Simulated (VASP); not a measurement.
Output of a VASP run:

File OSZICAR:
```
       N       E                     dE             d eps       ncg     rms          rms(c)
DAV:   1    -0.746025839507E+01   -0.74603E+01   -0.29487E+03   320   0.752E+02
DAV:   2    -0.332560880232E+02   -0.25796E+02   -0.25662E+02   432   0.907E+01
DAV:   3    -0.338082778040E+02   -0.55219E+00   -0.55219E+00   424   0.176E+01
DAV:   4    -0.338114158139E+02   -0.31380E-02   -0.31380E-02   512   0.154E+00
DAV:   5    -0.338114233658E+02   -0.75519E-05   -0.75519E-05   408   0.703E-02    0.414E+00
DAV:   6    -0.328791104071E+02    0.93231E+00   -0.25644E-01   400   0.358E+00    0.280E+00
DAV:   7    -0.328495606100E+02    0.29550E-01   -0.23398E-01   336   0.308E+00    0.504E-01
DAV:   8    -0.328824655385E+02   -0.32905E-01   -0.12563E-01   320   0.277E+00    0.533E-01
DAV:   9    -0.328979320963E+02   -0.15467E-01   -0.11371E-02   344   0.821E-01    0.189E-01
DAV:  10    -0.328997256139E+02   -0.17935E-02   -0.90733E-03   328   0.936E-01    0.110E-01
DAV:  11    -0.329016659827E+02   -0.19404E-02   -0.24873E-03   328   0.510E-01    0.421E-02
DAV:  12    -0.329017191078E+02   -0.53125E-04   -0.27622E-04   320   0.169E-01    0.307E-02
DAV:  13    -0.329018254621E+02   -0.10635E-03   -0.11296E-04   368   0.104E-01    0.671E-03
DAV:  14    -0.329018340377E+02   -0.85756E-05   -0.11921E-05   344   0.380E-02    0.368E-03
DAV:  15    -0.329018340470E+02   -0.92949E-08   -0.34478E-07   448   0.505E-03
   1 F= -.32901834E+02 E0= -.32901834E+02  d E =-.585704E-12
```

File OUTCAR:
```
------------------------ aborting loop because EDIFF is reached ----------------------------------------
  FORCE on cell =-STRESS in cart. coord.  units (eV):
  Direction    XX          YY          ZZ          XY          YZ          ZX
  --------------------------------------------------------------------------------------
  Total        1.3812848      1.3812848      1.3812848      0.0000000      0.0000000      0.0000000
  in kB       39.8371910     39.8371910     39.8371910      0.0000000      0.0000000      0.0000000
  external PRESSURE =      39.8371910 kB  Pullay stress =       0.0000000 kB
  volume of cell :       55.55
      direct lattice vectors                 reciprocal lattice vectors
     0.000000000  3.028482256  3.028482256    -0.165099201  0.165099201  0.165099201
     3.028482256  0.000000000  3.028482256     0.165099201 -0.165099201  0.165099201
     3.028482256  3.028482256  0.000000000     0.165099201  0.165099201 -0.165099201
 POSITION                                       TOTAL-FORCE (eV/Angst)
 -----------------------------------------------------------------------------------
      0.00000      0.00000      0.00000        -0.000000      0.000000     -0.000000
      1.51424      1.51424      1.51424         0.000000     -0.000000      0.000000
 -----------------------------------------------------------------------------------
    total drift:                                0.000001      0.000001      0.000001
  FREE ENERGIE OF THE ION-ELECTRON SYSTEM (eV)
  ---------------------------------------------------
  free  energy   TOTEN  =       -32.9018340470 eV

  energy  without entropy=      -32.9018340470  energy(sigma->0) =      -32.90183405
```
(Selected blocks of OUTCAR.)

**POSCAR**
```
AlSb
1
    0.0000000000     3.0284822561     3.0284822561
    3.0284822561     0.0000000000     3.0284822561
    3.0284822561     3.0284822561     0.0000000000
Al Sb
1 1
Direct
  0.0000000000   0.0000000000   0.0000000000
  0.2500000000   0.2500000000   0.2500000000
```

Task: Write an INCAR and KPOINTS that could have produced this output.

Result: This is not unique; one that fits is the input of the run itself, r2SCAN meta-GGA, plane waves, VASP's PBE PAW potentials (set 64).

**KPOINTS**
```
Automatic mesh
0
G
 7 7 7
0 0 0
```

### INCAR
```
# general
SYSTEM  = AlSb
PREC    = Accurate
ENCUT   = 520
LREAL   = F
LASPH   = T

# electronic loop
EDIFF   = 1E-7
NELM    = 100
ALGO    = Normal
LMAXMIX = 4
LMIXTAU = T

# smearing
ISMEAR  = 0
SIGMA   = 0.05

# functional
METAGGA = R2SCAN

# ions
ISIF    = 2

# output
LWAVE   = F
LCHARG  = F
```

POTCAR, in this order: Al Sb (PBE.64 set). Program: vasp_std.

The compound is AlSb in the zinc blende structure. This cell is one point of a volume scan, at 0.94 of the reference volume.
